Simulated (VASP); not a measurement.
Write the native input for VASP 6.6.1 that does the following.

| Item | Value |
| --- | --- |
| Task | band structure |
| Functional | SCAN |
| Potentials or basis | VASP PAW PBE potentials, release 64 (Os) |
| Cutoff | 520 eV |
| k mesh | 8 × 8 × 5 |
| Occupations | fermi-dirac, width 0.05 eV |
| Spin | spin-orbit coupling, no magnetisation |
| Further INCAR settings | ALGO = Normal; EDIFF = 1e-06 |

The structure of Os lies in POSCAR:

```
Os
1.0
    2.7341000000      0.0000000000      0.0000000000
   -1.3670500000      2.3678000565      0.0000000000
    0.0000000000      0.0000000000      4.3197000000
Os
2
Direct
    0.6666666667      0.3333333333      0.7500000000
    0.3333333333      0.6666666667      0.2500000000
```

The input as run:

INCAR

```
PREC = Accurate ; ENCUT = 520
EDIFF = 1E-6 ; ISMEAR = -1
SIGMA = 0.05 ; LREAL = False
LASPH = True ; NELM = 80
ALGO = Normal ; ISIF = 2
LWAVE = False ; LCHARG = False
MAGMOM = 0 0 0 0 0 0 ; LORBIT = 11
LSORBIT = True ; GGA_COMPAT = False
LMAXMIX = 4 ; METAGGA = SCAN
LMIXTAU = True
```

KPOINTS

```
regular mesh
0
Gamma
  8 8 5
```

KPOINTS_OPT

```
path GMKGALHA,LM,KH
20
line-mode
reciprocal
 0.0000000000  0.0000000000  0.0000000000  G
 0.5000000000  0.0000000000  0.0000000000  M

 0.5000000000  0.0000000000  0.0000000000  M
 0.3333333333  0.3333333333  0.0000000000  K

 0.3333333333  0.3333333333  0.0000000000  K
 0.0000000000  0.0000000000  0.0000000000  G

 0.0000000000  0.0000000000  0.0000000000  G
 0.0000000000  0.0000000000  0.5000000000  A

 0.0000000000  0.0000000000  0.5000000000  A
 0.5000000000  0.0000000000  0.5000000000  L

 0.5000000000  0.0000000000  0.5000000000  L
 0.3333333333  0.3333333333  0.5000000000  H

 0.3333333333  0.3333333333  0.5000000000  H
 0.0000000000  0.0000000000  0.5000000000  A

 0.5000000000  0.0000000000  0.5000000000  L
 0.5000000000  0.0000000000  0.0000000000  M

 0.3333333333  0.3333333333  0.0000000000  K
 0.3333333333  0.3333333333  0.5000000000  H
```

Potentials or basis: VASP PAW PBE potentials, release 64 (Os).

The run is started by

```bash
$ cat potpaw_PBE.64/Os/POTCAR > POTCAR
$ mpirun -np 1 vasp_ncl > vasp.out
```

Results of the run:

| Quantity | Value |
| --- | --- |
| Pressure | -10.0 GPa |
| Valence electrons inside the program's atomic spheres | Os 7.64 |

Caveat: the PAW data sets were made with another functional, which shifts forces and pressure a little.

Run time: 8.6 min on 1 thread of AMD EPYC 9R45 (Zen 5) (shared host), peak memory 0.23 GiB.
